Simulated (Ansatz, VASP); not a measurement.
## One calculation of NaCl, two programs

The input INCAR:

```
PREC = Accurate ; ENCUT = 520
EDIFF = 1E-8 ; ISMEAR = 0
SIGMA = 0.01 ; LREAL = Auto
LASPH = T ; NELM = 80
ALGO = Fast ; ISIF = 2
LWAVE = F ; LCHARG = F
GGA = PE ; LEFG = T
NBANDS = 134
```

The input KPOINTS:

```
Automatic mesh
0
Gamma
  3 3 3
```

File POSCAR:

```
NaCl
1.0
    0.0000000000      5.7200000000      5.7200000000
    5.7200000000      0.0000000000      5.7200000000
    5.7200000000      5.7200000000      0.0000000000
Na Cl
16 16
Direct
    0.0000000000      0.0000000000      0.0000000000
    0.5000000000      0.0000000000      0.0000000000
    0.0000000000      0.5000000000      0.0000000000
    0.0000000000      0.0000000000      0.5000000000
    0.2500000000      0.2500000000      0.2500000000
    0.5000000000      0.5000000000      0.0000000000
    0.5000000000      0.0000000000      0.5000000000
    0.7500000000      0.2500000000      0.2500000000
    0.0000000000      0.5000000000      0.5000000000
    0.2500000000      0.7500000000      0.2500000000
    0.2500000000      0.2500000000      0.7500000000
    0.5000000000      0.5000000000      0.5000000000
    0.7500000000      0.7500000000      0.2500000000
    0.7500000000      0.2500000000      0.7500000000
    0.2500000000      0.7500000000      0.7500000000
    0.7500000000      0.7500000000      0.7500000000
    0.1250000000      0.1250000000      0.1250000000
    0.6250000000      0.1250000000      0.1250000000
    0.1250000000      0.6250000000      0.1250000000
    0.1250000000      0.1250000000      0.6250000000
    0.3750000000      0.3750000000      0.3750000000
    0.6250000000      0.6250000000      0.1250000000
    0.6250000000      0.1250000000      0.6250000000
    0.8750000000      0.3750000000      0.3750000000
    0.1250000000      0.6250000000      0.6250000000
    0.3750000000      0.8750000000      0.3750000000
    0.3750000000      0.3750000000      0.8750000000
    0.6250000000      0.6250000000      0.6250000000
    0.8750000000      0.8750000000      0.3750000000
    0.8750000000      0.3750000000      0.8750000000
    0.3750000000      0.8750000000      0.8750000000
    0.8750000000      0.8750000000      0.8750000000
```

Input for Ansatz:

```yaml
crystal:
  lattice:
    - [0.0, 5.72, 5.72]
    - [5.72, 0.0, 5.72]
    - [5.72, 5.72, 0.0]
  atoms:
    - { symbol: Na, position: [0.0, 0.0, 0.0] }
    - { symbol: Na, position: [0.5, 0.0, 0.0] }
    - { symbol: Na, position: [0.0, 0.5, 0.0] }
    - { symbol: Na, position: [0.0, 0.0, 0.5] }
    - { symbol: Na, position: [0.25, 0.25, 0.25] }
    - { symbol: Na, position: [0.5, 0.5, 0.0] }
    - { symbol: Na, position: [0.5, 0.0, 0.5] }
    - { symbol: Na, position: [0.75, 0.25, 0.25] }
    - { symbol: Na, position: [0.0, 0.5, 0.5] }
    - { symbol: Na, position: [0.25, 0.75, 0.25] }
    - { symbol: Na, position: [0.25, 0.25, 0.75] }
    - { symbol: Na, position: [0.5, 0.5, 0.5] }
    - { symbol: Na, position: [0.75, 0.75, 0.25] }
    - { symbol: Na, position: [0.75, 0.25, 0.75] }
    - { symbol: Na, position: [0.25, 0.75, 0.75] }
    - { symbol: Na, position: [0.75, 0.75, 0.75] }
    - { symbol: Cl, position: [0.125, 0.125, 0.125] }
    - { symbol: Cl, position: [0.625, 0.125, 0.125] }
    - { symbol: Cl, position: [0.125, 0.625, 0.125] }
    - { symbol: Cl, position: [0.125, 0.125, 0.625] }
    - { symbol: Cl, position: [0.375, 0.375, 0.375] }
    - { symbol: Cl, position: [0.625, 0.625, 0.125] }
    - { symbol: Cl, position: [0.625, 0.125, 0.625] }
    - { symbol: Cl, position: [0.875, 0.375, 0.375] }
    - { symbol: Cl, position: [0.125, 0.625, 0.625] }
    - { symbol: Cl, position: [0.375, 0.875, 0.375] }
    - { symbol: Cl, position: [0.375, 0.375, 0.875] }
    - { symbol: Cl, position: [0.625, 0.625, 0.625] }
    - { symbol: Cl, position: [0.875, 0.875, 0.375] }
    - { symbol: Cl, position: [0.875, 0.375, 0.875] }
    - { symbol: Cl, position: [0.375, 0.875, 0.875] }
    - { symbol: Cl, position: [0.875, 0.875, 0.875] }
kpoints:
  mp_grid: { grid: [3, 3, 3] }
scf:
  occupations: { method: fixed }
hamiltonian:
  xc: pbe
  pseudopotentials: { kind: paw }
output:
  forces: true
  efg:
    quadrupole_moments_barn: { Na: 0.104, Cl: -0.08112 }
    contact_densities: true
  core_levels:
    shells: { Cl: "2p", Na: "1s" }
    counted_from: valence_top
    eps_inf: [3.373, 3.373, 3.373]
```

Alike in both runs: task electric field gradients; functional PBE; k mesh 3 × 3 × 3; no spin polarisation.

|  | VASP | Ansatz |
| --- | --- | --- |
| version | VASP 6.6.1 | Ansatz 0.2.0 |
| potentials or method | VASP PAW PBE potentials, release 64 (Na_pv, Cl) | plane-wave PAW, scalar-relativistic |
| plane-wave cutoff (eV) | 520 | 420 |
| occupations | gaussian, width 0.01 eV | fixed |
| valence electrons in the cell | 224 | 256 |

Ansatz gave:

- gap on the k mesh at the Fermi level (eV): 4.37
- Vzz of the field gradient on the site that differs most (V/Å²): 0.0

Q: What did VASP give for the same quantities?

A: gap on the k mesh at the Fermi level (eV): 4.42; Vzz of the field gradient on the site that differs most (V/Å²): 0.0.

The two sets of potentials don't hold the same shells in valence.

Caveats: an odd mesh through Γ misses points on the zone boundary, where band edges often lie. A hybrid or GW would open this gap; PBE tends to underestimate it.
